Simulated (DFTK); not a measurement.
A run of DFTK 0.8.2 is set up as follows.

File run.jl:

```julia
using DFTK
using PseudoPotentialData
using Unitful, UnitfulAtomic
using LinearAlgebra, Printf
include("save.jl")
disable_threading()

lines     = readlines("Hf.xyz")
cell_ang  = reshape(parse.(Float64, split(match(r"Lattice=\"([^\"]+)\"", lines[2])[1])), 3, 3)
lattice   = austrip(1u"Å") * cell_ang
symbols   = [Symbol(split(l)[1]) for l in lines[3:end]]
positions = [round.(cell_ang \ parse.(Float64, split(l)[2:4]); digits=9) for l in lines[3:end]]
pseudopotentials = PseudoFamily("cp2k.nc.sr.pbe.v0_1.semicore.gth")
elements = Dict(s => ElementPsp(s, pseudopotentials) for s in unique(symbols))
atoms    = [elements[s] for s in symbols]

build_model(lattice, positions; symmetries=true) =
    model_DFT(lattice, atoms, positions;
              functionals=[:mgga_x_rscan, :mgga_c_rscan],
              temperature=austrip(0.05u"eV"),
              smearing=Smearing.FermiDirac(),
              symmetries)
Ecut  = 71.0  # hartree
kgrid = [8, 8, 8]
tol   = 1e-6
to_GPa = ustrip(uconvert(u"GPa", 1u"hartree/bohr^3"))

model = build_model(lattice, positions)
basis = PlaneWaveBasis(model; Ecut, kgrid)
display(basis)
scfres = self_consistent_field(basis;
                               tol,
                               nbandsalg=AdaptiveBands(model; n_bands_converge=11))
display(scfres.energies)
@printf "Fermi level: %.6f eV\n" ustrip(auconvert(u"eV", something(scfres.εF, NaN)))
forces = compute_forces_cart(scfres)
println("Forces (eV/Å)")
for (s, f) in zip(symbols, forces)
    @printf "%-3s %12.6f %12.6f %12.6f\n" s ustrip.(auconvert.(u"eV/Å", f))...
end
stress = compute_stresses_cart(scfres)
println("Stress (GPa)")
display(round.(stress * to_GPa; digits=4))
println("Levels at the first k-point (eV): ", round.(ustrip.(auconvert.(u"eV", scfres.eigenvalues[1][1:scfres.n_bands_converge])); digits=4))
save_scf!(scfres; forces, stress)

points = Dict("G" => [0.0, 0.0, 0.0], "H" => [0.5, -0.5, 0.5], "P" => [0.25, 0.25, 0.25], "N" => [0.0, 0.0, 0.5])
segments = [("G", "H", 10), ("H", "N", 7), ("N", "G", 7), ("G", "P", 8), ("P", "H", 8), ("P", "N", 5)]
kcoords = vcat([[points[a] + t * (points[b] - points[a]) for t in range(0, 1, n)] for (a, b, n) in segments]...)
bands = compute_bands(scfres, ExplicitKpoints(kcoords); n_bands=13, tol=1e-5)
for (k, ε) in zip(bands.basis.kpoints, bands.eigenvalues)
    @printf "%d %8.4f %8.4f %8.4f " k.spin k.coordinate...
    println(join([@sprintf("%9.4f", e) for e in ustrip.(auconvert.(u"eV", ε .- scfres.εF))]))
end
results["band_energies"] = rows(bands.eigenvalues); results["band_kpoints"] = rows(kcoords)
```

File Hf.xyz:

```xyz
1
Lattice="-1.8050000000 1.8050000000 1.8050000000 1.8050000000 -1.8050000000 1.8050000000 1.8050000000 1.8050000000 -1.8050000000" Properties=species:S:1:pos:R:3 pbc="T T T"
Hf     0.0000000000      0.0000000000      0.0000000000
```

Potentials or basis: cp2k.nc.sr.pbe.v0_1.semicore.gth (PBE, GTH).

Command:

```console
$ julia --threads=1 run.jl  # save.jl only writes the numbers to a file and isn't shown; printed stress counts tension as positive; times include loading and compiling
```

Task: Predict the pressure.

Result: -5.7 GPa.

Task: What does it give for the band gap on the k mesh?

Result: None (metal or under the smearing width).

Levels at the corners of the path, in eV from the Fermi level:
```
point  band 2  band 3  band 4  band 5  band 6  band 7  band 8  band 9  band 10  band 11
    Γ  -31.11  -31.11  -31.11   -7.25    1.74    1.74    1.74    4.45     4.45    13.14
    H  -31.60  -31.60  -31.60   -2.50   -2.50    6.83    6.83    6.83     6.96     6.96
    N  -31.82  -31.34  -31.11   -3.34   -0.30    0.65    4.29    5.27     7.62    10.18
    Γ  -31.11  -31.11  -31.11   -7.25    1.74    1.74    1.74    4.45     4.45    13.14
    P  -31.46  -31.46  -31.46   -0.70   -0.70   -0.70    5.42    5.42     5.73    11.27
    H  -31.60  -31.60  -31.60   -2.50   -2.50    6.83    6.83    6.83     6.96     6.96
    P  -31.46  -31.46  -31.46   -0.70   -0.70   -0.70    5.42    5.42     5.73    11.27
    N  -31.82  -31.34  -31.11   -3.34   -0.30    0.65    4.29    5.27     7.62    10.18
```

Caveat: GTH potentials come without recommended cutoffs, and this one wasn't checked for convergence; the program warned that the kinetic-energy density falls under its von Weizsäcker bound, which can give unphysical results; the potentials were made for another functional, which shifts forces and pressure; spin-orbit coupling is left out, which moves the levels of the heavy elements.
